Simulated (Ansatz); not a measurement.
## Formation energy and levels of the self-interstitial C_i (4-fold void) in SiC (F-43m)

Charge states of C_i (4-fold void) in SiC (F-43m), set against the band edges. Model: a cell of 54 host atoms with 1 C put in.

Method: place-levels on r2SCAN runs: charge-transition levels and formation energies with image-charge correction and potential alignment at the atomic sites, in Ansatz 0.2.0.

Experimental background.

For SiC, cubic 3C zincblende (literature value), “Insight into the structural, elastic and electronic properties of a new orthorhombic 6O-SiC polytype” (2020, pmc:7200658) quotes earlier work: band gap (indirect gap) 2.4 eV [literature value; measurement temperature and method not stated].

This is a report of a sequence of runs, with most program output left out.

### 1. Starting point

The cell holds 55 atoms: 27 Si and 28 C. Its edges and angles: a = 9.242 Å, b = 9.242 Å, c = 9.242 Å, α = 60.0°, β = 60.0°, γ = 60.0°. It derives from SiC (space group F-43m). Nearest the centre at fractional (0.250, 0.917, 0.250): C55 at 0.00 Å, Si21 at 1.89 Å, Si3 at 1.89 Å, Si19 at 1.89 Å, Si33 at 1.89 Å, C4 at 2.18 Å, C20 at 2.18 Å, C2 at 2.18 Å.

The host's dielectric constants go in as inputs: 7.01 for the electrons alone, 10.34 with the ions, computed on the host (DFPT, PBEsol, on the LDA cell), and a cell off the functional's own equilibrium shifts the ionic part.

The cell's shortest repeat is 9.2 Å.

### 2. What was run first

Levels follow from differences of total energies between charge states, each relaxed by itself.

Each atom starts 0.05 Å or so off its site in a random direction: a symmetric start keeps its symmetry, and would miss off-centre moves and Jahn–Teller distortions. Forces are taken on a 2×2×2 shifted mesh. The cell holds 2 electrons more than the neutral one, with a uniform background that keeps it neutral on the whole.

The sampling was tested on the host first: at the k-points planned (1x1x1 shifted 0.25 0.25 0.25) its energy lies 0.119 eV an atom from the dense-mesh value, so the final energies take a denser sampling.

One of the inputs; charge, spin and start change from state to state.

Contents of qm2.relax/input.yaml:

```yaml
crystal:
  lattice:
    - [0.0, 6.53484224, 6.53484224]
    - [6.53484224, 0.0, 6.53484224]
    - [6.53484224, 6.53484224, 0.0]
  atoms:
    - { symbol: Si, position: [0.0, 0.0, 0.0] }
    - { symbol: C, position: [0.08333333, 0.08333333, 0.08333333] }
    - { symbol: Si, position: [0.0, 0.0, 0.33333333] }
    - { symbol: C, position: [0.08333333, 0.08333333, 0.41666667] }
    - { symbol: Si, position: [0.0, 0.0, 0.66666667] }
[... 1 atom line left out ...]
    - { symbol: Si, position: [0.0, 0.33333333, 0.0] }
[... 1 atom line left out ...]
    - { symbol: Si, position: [0.0, 0.33333333, 0.33333333] }
[... 6 atom lines left out ...]
    - { symbol: C, position: [0.08333333, 0.75, 0.41666667] }
    - { symbol: Si, position: [0.0, 0.66666667, 0.66666667] }
[... 1 atom line left out ...]
    - { symbol: Si, position: [0.33333333, 0.0, 0.0] }
    - { symbol: C, position: [0.41666667, 0.08333333, 0.08333333] }
    - { symbol: Si, position: [0.33333333, 0.0, 0.33333333] }
[... 3 atom lines left out ...]
    - { symbol: Si, position: [0.33333333, 0.33333333, 0.0] }
[... 6 atom lines left out ...]
    - { symbol: C, position: [0.41666667, 0.75, 0.08333333] }
    - { symbol: Si, position: [0.33333333, 0.66666667, 0.33333333] }
    - { symbol: C, position: [0.41666667, 0.75, 0.41666667] }
    - { symbol: Si, position: [0.33333333, 0.66666667, 0.66666667] }
[... 1 atom line left out ...]
    - { symbol: Si, position: [0.66666667, 0.0, 0.0] }
[... 13 atom lines left out ...]
    - { symbol: Si, position: [0.66666667, 0.66666667, 0.33333333] }
[... 3 atom lines left out ...]
    - { symbol: C, position: [0.25, 0.916667, 0.25] }
  host:
    repeats: [3, 3, 3]
    atoms:
      - { symbol: Si, position: [0.0, 0.0, 0.0] }
      - { symbol: C, position: [0.25, 0.25, 0.25] }
total_charge: -2
basis:
  ecutwfc: 500
  xc_grid: 2
hamiltonian:
  xc: r2scan
kpoints:
  mp_grid: { grid: [2, 2, 2], shift: [0.5, 0.5, 0.5] }
scf:
  occupations: { method: fixed }
  max_iter: 80
output:
  forces: true
  charged_corrections:
    epsilon: 7.01
    static_epsilon: 10.34
    defect_position: [0.25, 0.916667, 0.25]
relax:
  f_tol: 0.02
  max_steps: 80
  random_displacement: { amplitude: 0.05, seed: 3595 }
checkpoint:
  write: "../qm2.relax.run"
  compress: false
  write_wavefunctions: true
  write_every: 100000
```

Run with:

```
$ ansatz run input.yaml --threads 4 --pin off --max-ram 7536MiB --backend cpu --events-out ev --progress --plain --runs-dir out
```

The run of this state that the levels use, under r2SCAN:

Contents of qm2.point/input.yaml:

```yaml
crystal:
  checkpoint: "../qm2.relax.run"
  host: checkpoint
total_charge: -2
basis:
  ecutwfc: 500
  xc_grid: 2
hamiltonian:
  xc: r2scan
kpoints:
  mp_grid: { grid: [2, 2, 2], shift: [0.5, 0.5, 0.5] }
scf:
  occupations: { method: fixed }
  max_iter: 80
output:
  forces: true
  eigenvalues: true
  charged_corrections:
    epsilon: 7.01
    static_epsilon: 10.34
    defect_position: [0.25, 0.916667, 0.25]
  eigenstates: { localisation: true }
  populations: true
  band_densities: [{ bands: [v1, v1] }, { bands: [c1, c1] }]
  write_density: true
  write_potential: true
  volumetric_format: npy
checkpoint:
  read: "../qm2.relax.run"
  write: "../qm2.point.run"
  compress: false
  write_wavefunctions: false
  write_every: 100000
```

Relaxations under r2SCAN at a 2×2×2 shifted mesh; times on 4 threads of Arm Neoverse V1, shared host:

| charge | moment (μB) | occupations | outcome | steps | largest displacement against the far atoms (Å) | time |
| --- | --- | --- | --- | --- | --- | --- |
| −3 | 1 | fixed | timeout | 19 | - | 18 min |
| −2 | 0 | fixed | converged | 22 | 1.35 | 7.8 min |
| −1 | 1 | fixed | timeout | 13 | - | 13 min |
| 0 | 0 | fixed | converged | 29 | 1.29 | 9.5 min |
| +1 | 1 | fixed | timeout | 12 | - | 11 min |
| −2 | 2 | fixed | timeout | 13 | - | 11 min |
| 0 | 2 | fixed | timeout | 14 | - | 11 min |

Single points under r2SCAN at a 2×2×2 shifted mesh; times on 4 threads of Arm Neoverse V1, shared host:

| charge | moment (μB) | occupations | outcome | time |
| --- | --- | --- | --- | --- |
| −2 | 0 | fixed | converged | 26 s |
| 0 | 0 | fixed | converged | 26 s |

Distances (Å) from C55 to the nearest atoms after relaxation with r2SCAN:

| charge | moment (μB) | 1. | 2. | 3. | 4. | 5. | 6. |
| --- | --- | --- | --- | --- | --- | --- | --- |
| −2 | 0 | C 1.39 | Si 1.68 | Si 1.83 | C 2.50 | Si 2.51 | C 2.58 |
| 0 | 0 | C 1.36 | Si 1.70 | Si 1.88 | C 2.50 | C 2.50 | Si 2.63 |

### 3. Levels against the band edges, r2SCAN

A charged cell interacts with its images and the background, and its potential has another zero than the host's. place-levels removes the first by a point-charge model, screened by the static dielectric constant since the ions have relaxed around the charge, and the second by comparing potentials at atoms far from the defect.

The host is a run of the defect-free crystal in the same cutoffs, grids and k-points, so that basis and sampling errors cancel in part in the differences. The host is run in a cell of 2 atoms on a matching mesh. Its band edges are searched through the zone by a band path, so the gap is smaller than, or equal to, that on the mesh. Chemical potentials are energies per atom of C (diamond), run with the same functional and cutoff. Carbon is taken as diamond, which semilocal functionals can put about 0.1 eV an atom over graphite.

Contents of levels.point.yaml:

```yaml
host:
  run: host.point.run
states: [qm2.point.run, q0.point.run]
geometry_from:
  qm2.point.run: qm2.relax.run
  q0.point.run: q0.relax.run
  host.point.run: host.relax.run
chemical_potentials:
  C:
    energy: -251.555749
    dataset: <sha256 of the dataset>
epsilon: 7.01
static_epsilon: 10.34
vertical:
  - { from: qm2.point.run, to: qm2.point_neutral.run }
```

Run with:

```
$ ansatz place-levels levels.point.yaml -- --threads 4 --pin off --max-ram 7536MiB
```

Wall time 0.2 s (4 threads of Arm Neoverse V1, shared host).

Under r2SCAN the gap is 1.71 eV, (0/−2) 1.71 (with band filling) eV.

Levels between the charges placed, in eV above the valence top:

|  | gap (eV) | (0/−2) |
| --- | --- | --- |
| r2SCAN | 1.71 | 1.71 |

Corrections by state:

| charge | moment (μB) | image terms and alignment (eV) | band filling (eV) | ε used | over the lowest of its charge, as the program ranks them, band filling apart (eV) |
| --- | --- | --- | --- | --- | --- |
| 0 | 0.0 | 0.000 | - | - | 0.000 |
| −2 | 0.0 | 0.513 | -1.845 | 10.34 | 0.000 |

The charged structures listed were also run neutral, and place-levels reads from each pair, by the potential or the spins, how wide the charge is by which they differ; that can be the carrier of either run.

| charge | rms radius (Å) | spread where it is widest against the cell (Å) | wide from (Å) | reading |
| --- | --- | --- | --- | --- |
| −2 | 3.2 | 2.20 | 1.31 | wide |

The neutral runs of these pairs need not share the spin of the lowest neutral state, and very wide values only mean spread over the cell.

From the program's caveats on the states, each cut to its opening words:

- charge 0: its alignment with the host at atomic sites is doubtful: the mean over the far sites moves by +0.0817 eV from their farther parts to their nearer, more than [...]
- charge −2: it parts from the run at its places by a charge that spreads by about 2.2 Å along one vector (1.3 Å or more is wide), by its potential at epsilon 7.01, taken [...]
- charge −2: a band-filling correction moves a carrier to the host's band edge, which changes its energy by -1.845 eV
- charge −2: the far atoms show a dipole or second moment of the defect's charge, for which the correction takes or leaves out 0.279 eV: further moments aren't read, and [...]

Formation energies (eV), elemental references (Δμ(C) = 0.00 eV):

| charge | Fermi level at the valence top | at the conduction bottom |
| --- | --- | --- |
| 0 | 6.95 | 6.95 |
| −2 | 10.38 | 6.95 |

### 4. Levels against the band edges, PBEsol

PBEsol on the same structure is run to see how far the result rests on the functional, though not on the errors that semilocal functionals share.

Contents of qm2.pbesol/input.yaml:

```yaml
crystal:
  checkpoint: "../qm2.relax.run"
  host: checkpoint
total_charge: -2
basis:
  ecutwfc: 420
  xc_grid: 2
hamiltonian:
  xc: pbesol
kpoints:
  mp_grid: { grid: [2, 2, 2], shift: [0.5, 0.5, 0.5] }
scf:
  occupations: { method: fermi_dirac, width: 0.01 }
  max_iter: 80
output:
  forces: true
  eigenvalues: true
  charged_corrections:
    epsilon: 7.01
    static_epsilon: 10.34
    defect_position: [0.25, 0.916667, 0.25]
checkpoint:
  write: "../qm2.pbesol.run"
  compress: false
  write_wavefunctions: false
  write_every: 100000
```

Wall time 20 s (4 threads); peak memory 1.9 GiB; 78 s of CPU time.

Contents of levels.pbesol.yaml:

```yaml
host:
  run: host.pbesol.run
  levels_from: { run: edges.pbesol.run }
states: [qm2.pbesol.run, q0.pbesol.run]
geometry_from:
  qm2.pbesol.run: qm2.relax.run
  q0.pbesol.run: q0.relax.run
  host.pbesol.run: host.relax.run
chemical_potentials:
  C:
    energy: -246.667945
    dataset: <sha256 of the dataset>
```

Run with:

```
$ ansatz place-levels levels.pbesol.yaml -- --threads 4 --pin off --max-ram 7536MiB
```

Elapsed: 0.18 s, on 4 threads.

Under PBEsol the gap is 1.24 eV, (0/−2) 1.24 (with band filling) eV; the stage before (r2SCAN) gave a gap of 1.71 eV and levels within 0.47 eV of these.

### 5. Side by side

Levels between neighbouring charges, in eV above each run's own valence top:

|  | gap (eV) | (0/−2) | CPU time a state at this stage (restarts are quicker than cold starts) |
| --- | --- | --- | --- |
| r2SCAN, 2×2×2 shifted mesh | 1.71 | 1.71 | 1.7 min |
| PBEsol on r2SCAN structures, 2×2×2 shifted mesh | 1.24 | 1.24 | 80 s |

### 6. Summary of results

- gap of the host: 1.71 eV (r2SCAN)
- level (0/minus 2): 1.71 eV above the valence top, at the conduction bottom (2.63 eV above the valence top without the band-filling term)
- lowest of the charges placed, just above the valence top (0.02 eV): 0
- lowest of the charges placed, just below the conduction bottom (0.02 eV): 0
- lowest formation energy at mid-gap of the charges run, elemental references: 6.95 eV
- standing of these levels: doubtful, see below

Of the charges placed (−2 and 0), 0 is the lowest from 0.02 eV above the valence top to 0.02 eV below the conduction bottom, a gap of 1.71 eV. An unfinished run of charge −2 (2 μB) already stood 0.06 eV below the state placed, so levels with that charge are not final. Charge −1 is missing from the list. Charges above 0 were not placed, so these runs say nothing of levels that involve them. States placed: 0 at 0 μB; −2 at 0 μB. Other spin states or structures, where not listed, weren't placed. The program finds carriers beyond a band edge of the host and adds a band-filling term at charge −2 (-1.84 eV); steps to such a charge show no bound level, and a defect level inside a band would be read the same way. At charge −2 and 0 the atom put in ends up to 1.3 Å from its starting place, so the name tells the start alone and the levels can join different sites. Charge −3, −1 and +1 was tried but is not among the states placed, since no run of it finished at this stage. The program doubts the alignment of potentials for at least one state, a sign that the cell is small. What this leaves open: r2SCAN makes the gap too small and tends to spread out bound carriers.

Computed beside measured:

| quantity | measured | PBEsol | r2SCAN |
| --- | --- | --- | --- |
| band gap (least gap of the host) (eV) | 2.4 | 1.24 (-1.16 eV) | 1.71 (-0.69 eV) |

Measured values from pmc:7200658 (2020).

**Verdict.** For the band gap, of the levels listed nearest comes r2SCAN (-0.69 eV, a clear miss) and farthest PBEsol (-1.16 eV, a clear miss). Local and semilocal functionals usually give gaps below the measured ones. Zero-point and thermal motion shift the measured gap.

[Logs are printed without paths, hosts, clocks, repeated set-up lines and the standing remarks that a program may print on its own settings, such as how far it seeks lower states.]

[Hosts, paths, dates, database ids (printed as entryN), source tags and the programs' standing remarks are cut or masked in the printed files.]

[Where a table of states has a column of steps, it counts the stored structures, which are thinned; the runs took as many ionic steps or more.]

[A defect's name tells the site on which it was built; relaxed atoms can leave that site.]

[For some hosts the program warned that the k-mesh of the response run may be too coarse for force constants and the static dielectric constant; such warnings are not shown here.]
